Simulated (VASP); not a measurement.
# MgO (Fm-3m) in VASP: notebook, part 2 of 2

VASP 6.6.1.

**4. Single point, PBEsol+D3**

The input, INCAR:

```
SYSTEM = MgO
ALGO     = Fast           ! electronic algorithm
EDIFF    = 1E-6           ! SCF threshold, eV
ENCUT    = 600            ! plane-wave cutoff, eV
GGA      = PS             ! functional
ISIF     = 2              ! what is computed and relaxed
ISMEAR   = -1             ! smearing method
IVDW     = 11             ! dispersion correction
LASPH    = .True.         ! aspherical terms in the spheres
LCHARG   = .False.        ! write CHGCAR
LREAL    = .False.        ! projectors in reciprocal space
LWAVE    = .False.        ! write WAVECAR
NELM     = 60             ! most SCF steps
PREC     = Accurate       ! precision mode
SIGMA    = 0.1            ! smearing width, eV
```

The input, KPOINTS:

```
k-points
0
Gamma
  11 11 11
  0 0 0
```

The input, POSCAR:

```
MgO
1.0
    0.0000000000      2.0970013927      2.0970013927
    2.0970013927      0.0000000000      2.0970013927
    2.0970013927      2.0970013927      0.0000000000
Mg O
1 1
Cartesian
    0.0000000000      0.0000000000      0.0000000000
    2.0970013927      2.0970013927      2.0970013927
```

Potentials or basis: VASP PAW PBE potentials, release 64 (Mg_sv_GW, O_GW).

Run with:

```console
$ cat potpaw_PBE.64/Mg_sv_GW/POTCAR potpaw_PBE.64/O_GW/POTCAR > POTCAR
$ mpirun -np 1 vasp_std > vasp.out
```

It took 11 s on 1 thread of AMD EPYC 9R45 (Zen 5), shared host; peak memory 0.12 GiB.

The run converged. Its results:

```yaml
Free_energy: -26.7796 eV
Pressure: -1.8 GPa
Band_gap_on_the_k_mesh: 4.76 eV, direct
Dispersion_energy_per_atom: -0.167 eV
```

Levels at points of the mesh, in eV from the valence-band top:
```
           k point  band 5  band 6  band 7  band 8  band 9  band 10  band 11  band 12
(0.00, 0.00, 0.00)  -17.27    0.00    0.00    0.00    4.76    15.71    15.71    15.71
```

Caveat: the PAW data sets were made with another functional, which shifts forces and pressure a little.

**5. Single point, PBEsol+D3 (volume scaled by 1.25)**

The input, run.py:

```python
from ase.calculators.vasp import Vasp
from ase.dft.bandgap import bandgap
from ase.io import read

atoms = read('MgO.cif')
calc = Vasp(
    directory='calc',
    xc='pbesol',
    pp='PBE',
    setups={'base': 'minimal', 'O': '_h'},
    prec='Accurate',
    encut=250,
    ediff=1e-08,
    ismear=-1,
    sigma=0.05,
    lreal=False,
    lasph=True,
    nelm=80,
    algo='Fast',
    isif=2,
    lwave=False,
    lcharg=False,
    ivdw=11,
    kpts=[11, 11, 11],
    gamma=True,
    nbands=11,
)
atoms.calc = calc

print('energy (eV):', atoms.get_potential_energy())
print('free energy (eV):', atoms.get_potential_energy(force_consistent=True))
print('forces (eV/A):')
print(atoms.get_forces())
print('stress (eV/A^3, Voigt):', atoms.get_stress())
print('Fermi level (eV):', calc.get_fermi_level())
gap, top, bottom = bandgap(calc)
print('band gap (eV):', gap, 'from (spin, k, band)', top, 'to', bottom)
```

The input, MgO.cif:

```cif
data_MgO
_cell_length_a 3.19460417
_cell_length_b 3.19460417
_cell_length_c 3.19460417
_cell_angle_alpha 60.00000000
_cell_angle_beta 60.00000000
_cell_angle_gamma 60.00000000
_space_group_name_H-M_alt 'P1'
_space_group_name_Hall 'P 1'
_space_group_IT_number 1
loop_
_space_group_symop_operation_xyz
'x,y,z'
loop_
_atom_site_label
_atom_site_type_symbol
_atom_site_symmetry_multiplicity
_atom_site_Wyckoff_symbol
_atom_site_fract_x
_atom_site_fract_y
_atom_site_fract_z
_atom_site_occupancy
Mg1 Mg 1 a 0.0000000000 0.0000000000 0.0000000000 1
O1 O 1 a 0.5000000000 0.5000000000 0.5000000000 1
```

Potentials or basis: VASP PAW PBE potentials, release 64 (Mg, O_h).

Run with:

```console
$ python run.py
```

Log:

```text
energy (eV): -12.16527836
free energy (eV): -12.16537109
forces (eV/A):
[[ 0. -0.  0.]
 [-0.  0.  0.]]
stress (eV/A^3, Voigt): [1.31899154 1.31899154 1.31899154 0.         0.         0.        ]
Fermi level (eV): 3.96651161
band gap (eV): 0.0 from (spin, k, band) (None, None, None) to (None, None, None)
```

OUTCAR:

```text
ENCUT = 250.000000
   EDIFF = 1.00e-08
   GGA = PS
   PREC = Accurate
   ISIF = 2
   ISMEAR = -1
   NELM = 80
[... 813 lines left out ...]
      0.00000      0.00000      0.00000         0.000000     -0.000000      0.000000
      3.19460      1.84441      1.30419        -0.000000      0.000000      0.000000
 -----------------------------------------------------------------------------------
    total drift:                                0.000000      0.000000      0.000000

  FREE ENERGIE OF THE ION-ELECTRON SYSTEM (eV)
  ---------------------------------------------------
  free  energy   TOTEN  =       -12.1653710912 eV

  energy  without entropy=      -12.1651856364  energy(sigma->0) =      -12.16527836
```

INCAR:

```text
ENCUT = 250.000000
SIGMA = 0.050000
EDIFF = 1.00e-08
ALGO = Fast
GGA = PS
PREC = Accurate
ISIF = 2
ISMEAR = -1
NBANDS = 11
NELM = 80
IVDW = 11
LASPH = .TRUE.
LCHARG = .FALSE.
LWAVE = .FALSE.
LREAL = .FALSE.
```

Wall time 6.4 s (1 thread of AMD EPYC 9R45 (Zen 5), shared host); peak memory 0.09 GiB.

The run converged, but a check on its numbers failed (symmetry, net force, bounds or a known fault of this set-up), so they aren't taken as properties of the crystal.

Caveat: the cutoff lies under the usual one of these potentials, so the numbers hold a large basis-set error; the PAW data sets were made with another functional, which shifts forces and pressure a little; pairwise dispersion overbinds metals, which lowers pressure and volume.

**6. Atomic charges, TPSS**

The input, INCAR:

```
  PREC = Accurate
  ENCUT = 200
  EDIFF = 1E-8
  ISMEAR = -5
  SIGMA = 0.05
  LREAL = False
  LASPH = True
  NELM = 60
  ALGO = Normal
  ISIF = 2
  LWAVE = False
  LCHARG = True
  METAGGA = TPSS
  LMIXTAU = True
  LORBIT = 11
  LELF = True
  LVHAR = True
```

The input, KPOINTS:

```
regular mesh
0
Gamma
  11 11 11
```

Edit POSCAR of step 4 so:

```diff
@@ -7,4 +7,4 @@
 1 1
-Cartesian
+Direct
     0.0000000000      0.0000000000      0.0000000000
-    2.0970013927      2.0970013927      2.0970013927
+    0.5000000000      0.5000000000      0.5000000000
```

Potentials or basis: VASP PAW PBE potentials, release 64 (Mg, O).

Run with:

```console
$ cat potpaw_PBE.64/Mg/POTCAR potpaw_PBE.64/O/POTCAR > POTCAR
$ mpirun -np 1 vasp_std > vasp.out
```

It took 14 s on 1 thread of AMD EPYC 9R45 (Zen 5), shared host; peak memory 0.08 GiB.

The run converged, but a check on its numbers failed (symmetry, net force, bounds or a known fault of this set-up), so they aren't taken as properties of the crystal.

Caveat: the cutoff lies under the usual one of these potentials, so the numbers hold a large basis-set error; a pressure of tens of GPa on the cell as given is suspect, and the run, the potentials or the cell itself is likely at fault; the PAW data sets were made with another functional, which shifts forces and pressure a little.

**7. For comparison**

An earlier run on the cell as given: functional PBE; potentials or basis VASP PAW PBE potentials, release 64 (Mg, O); cutoff 520 eV; k mesh 11 × 11 × 11; occupations fermi-dirac, width 0.05 eV; no spin polarisation.

- Pressure: 6.2 GPa
- Band gap on the k mesh: 4.85 eV, direct

**8. The runs side by side**

| level | potentials or basis | cutoff (eV) | smearing | gap on the mesh (eV) | pressure (GPa) |
| --- | --- | --- | --- | --- | --- |
| PBEsol | VASP PAW PBE potentials, release 54 (Mg, O) | 520 | gaussian 0.1 eV | 4.76 | 1.8 |
| PBEsol+D3 | VASP PAW PBE potentials, release 64 (Mg_sv_GW, O_GW) | 600 | fermi-dirac 0.1 eV | 4.76 | -1.8 |
| PBE | VASP PAW PBE potentials, release 64 (Mg, O) | 520 | fermi-dirac 0.05 eV | 4.85 | 6.2 |

Alike in all rows: task single point; no spin polarisation; cell as given; k mesh 11 × 11 × 11.

Caveats: the PAW data sets were made with another functional, which shifts forces and pressure a little (some runs).

Absolute energies hang on the potentials; compare differences alone.

**9. Comparison with measurements**

Step 2. Against the measured gap of MgO, 7.83 eV (quoted in “Electronic structure of alkaline earth and post-transition metal oxides”, 2009, arxiv:0908.1581), the calculated 4.76 eV is off by -3.07 eV. The value is that of PBEsol, without temperature or zero-point motion. Semilocal functionals fall short of measured gaps as a rule. The cell is a database's relaxed one, not the measured one, which moves gaps too.

Step 3. Against the measured gap of MgO, 7.83 eV (quoted in “Electronic structure of alkaline earth and post-transition metal oxides”, 2009, arxiv:0908.1581), the calculated 4.76 eV is off by -3.07 eV. The value is that of PBEsol, without temperature or zero-point motion. Semilocal functionals fall short of measured gaps as a rule. The cell is a database's relaxed one, not the measured one, which moves gaps too.

Step 4. Measured gap of MgO: 7.83 eV (quoted in “Electronic structure of alkaline earth and post-transition metal oxides”, 2009, arxiv:0908.1581). This calculation gives 4.76 eV (-3.07 eV). The value is that of PBEsol+D3, without temperature or zero-point motion. Semilocal functionals fall short of measured gaps as a rule. The cell is a database's relaxed one, not the measured one, which moves gaps too.
